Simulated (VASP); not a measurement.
# Settings for TiO₂: electric field gradients

TiO₂, P4_2/mnm (no. 136), 6 atoms in the cell. PBE, electric field gradients; PAW potentials Ti_sv, O (PBE set). VASP 6.6.1.

Wanted: Vzz within 1 %; asymmetry within 0.03.

POSCAR:
```
TiO2
1.0
    4.5998373239      0.0000000000      0.0000000000
    0.0000000000      4.5998373239      0.0000000000
    0.0000000000      0.0000000000      2.9592135600
Ti O
2 4
Direct
    0.0000000000      0.0000000000      0.5000000000
    0.5000000000      0.5000000000      0.0000000000
    0.3043213200      0.3043213200      0.5000000000
    0.1956786800      0.8043213200      0.0000000000
    0.8043213200      0.1956786800      0.0000000000
    0.6956786800      0.6956786800      0.5000000000
```

The series start from ENCUT (eV): 600; k mesh: 4 × 4 × 6; EDIFF (eV): 1e-7; PREC: Accurate; LREAL: no; ALGO: Normal. Each series keeps the choices made before it, and each single choice may use up half of a tolerance.

## ENCUT (eV)

| ENCUT (eV) | Vzz, largest deviation against the largest value | Asymmetry, largest deviation | SCF iterations | Time (s) |
|---|---|---|---|---|
| 400 | 1.7 % | 0.023 | 17 | 9.5 |
| 500 | 0.29 % | 0.007 | 17 | 12 |
| 600 | 0.1 % | 0.003 | 17 | 17 |
| 700 | 0.03 % | 0.001 | 17 | 19 |
| 800 | 0.048 % | 0.001 | 17 | 22 |
| 1000 (reference) | 0 % | 0.000 | 16 | 28 |

Chosen: 500, the loosest value from which every tighter one stays within half of the tolerance.

## k mesh

| k mesh | Vzz, largest deviation against the largest value | Asymmetry, largest deviation | SCF iterations | Time (s) |
|---|---|---|---|---|
| 2 × 2 × 3 | 2.3 % | 0.282 | 17 | 6.6 |
| 2 × 2 × 4 | 3.5 % | 0.061 | 17 | 7.9 |
| 3 × 3 × 5 | 0.81 % | 0.022 | 16 | 7.6 |
| 4 × 4 × 6 | 0.17 % | 0.005 | 17 | 12 |
| 5 × 5 × 7 | 0.061 % | 0.002 | 16 | 12 |
| 6 × 6 × 9 (reference) | 0 % | 0.000 | 17 | 21 |

Chosen: 4 × 4 × 6.

## EDIFF (eV)

| EDIFF (eV) | Vzz, largest deviation against the largest value | Asymmetry, largest deviation | SCF iterations | Time (s) |
|---|---|---|---|---|
| 0.0001 | 0.039 % | 0.002 | 12 | 8.9 |
| 1e-5 | 0.03 % | 0.000 | 14 | 10 |
| 1e-6 | 0.0087 % | 0.000 | 15 | 11 |
| 1e-7 | 0 % | 0.000 | 17 | 12 |
| 1e-8 (reference) | 0 % | 0.000 | 17 | 12 |

Chosen: 0.0001.

## PREC

| PREC | Vzz, largest deviation against the largest value | Asymmetry, largest deviation | SCF iterations | Time (s) |
|---|---|---|---|---|
| Accurate | 0 % | 0.000 | 12 | 8.9 |
| Normal | 0.1 % | 0.004 | 12 | 5.7 |

Chosen: Normal, the fastest of those that stay within half of the tolerance.

## LREAL

| LREAL | Vzz, largest deviation against the largest value | Asymmetry, largest deviation | SCF iterations | Time (s) |
|---|---|---|---|---|
| no | 0 % | 0.000 | 12 | 5.7 |
| Auto | 0.07 % | 0.001 | 12 | 6.7 |

Chosen: no; no other choice that stays within half of the tolerance saves 30 % of the time.

## ALGO

| ALGO | Vzz, largest deviation against the largest value | Asymmetry, largest deviation | SCF iterations | Time (s) |
|---|---|---|---|---|
| Normal | 0 % | 0.000 | 12 | 5.7 |
| Fast | 0.5 % | 0.013 | 20 | 9.8 |
| All | 0.24 % | 0.007 | 22 | 12 |

Chosen: Normal.

## All choices together

| Input | Vzz, largest deviation against the largest value | Asymmetry, largest deviation | Time (s) |
|---|---|---|---|
| defaults, on a 3 × 3 × 5 mesh (naive) | 4.2 % | 0.025 | 2.3 |
| chosen settings | 0.47 % | 0.010 | 5.7 |
| reference settings throughout | 0 % | 0.000 | 58 |

The tolerance is met.

Values of the reference run: Vzz: -19.86, -19.86, 23.02, 23.02, 23.02, 23.02 V/A^2; Asymmetry: 0.217, 0.217, 0.941, 0.941, 0.941, 0.941 asymmetry, 0 where Vzz is under 0.3 V/A^2.

## The input

INCAR:
```
SYSTEM = TiO2
GGA      = PE             ! functional
PREC     = Normal         ! precision mode
ENCUT    = 500            ! plane-wave cutoff, eV
EDIFF    = 1E-4           ! SCF threshold, eV
LREAL    = .FALSE.        ! projectors in reciprocal space
LASPH    = .TRUE.         ! aspherical terms in the spheres
ALGO     = Normal         ! electronic algorithm
NELM     = 120            ! most SCF steps
LWAVE    = .FALSE.        ! write WAVECAR
LCHARG   = .FALSE.        ! write CHGCAR
ISMEAR   = 0              ! smearing method
SIGMA    = 0.02           ! smearing width, eV
LEFG     = .TRUE.       
QUAD_EFG = 302 -25.58   
KPAR     = 4             
```

KPOINTS:
```
Automatic mesh
0
Gamma
  4 4 6
  0 0 0
```

Commands:
```
cat potpaw_PBE.64/Ti_sv/POTCAR potpaw_PBE.64/O/POTCAR > POTCAR
mpirun -np 4 vasp_std > vasp.out
```

Limits: Where the asymmetry is near 1, two components of opposite sign are almost equal, so the sign of Vzz can flip with a small change.

The chosen input took VASP 6.6.1 5.7 s on 4 cores (Intel Xeon Platinum 8375C @ 2.90GHz (Ice Lake)), a shared host.

## An input that fails: cutoff far too low

It runs to its end, but against the unchanged starting input it is off by 65 % in the Vzz, 0.651 in the asymmetry.

Changes against the starting input:
```
- ENCUT = 600
+ ENCUT = 120
```
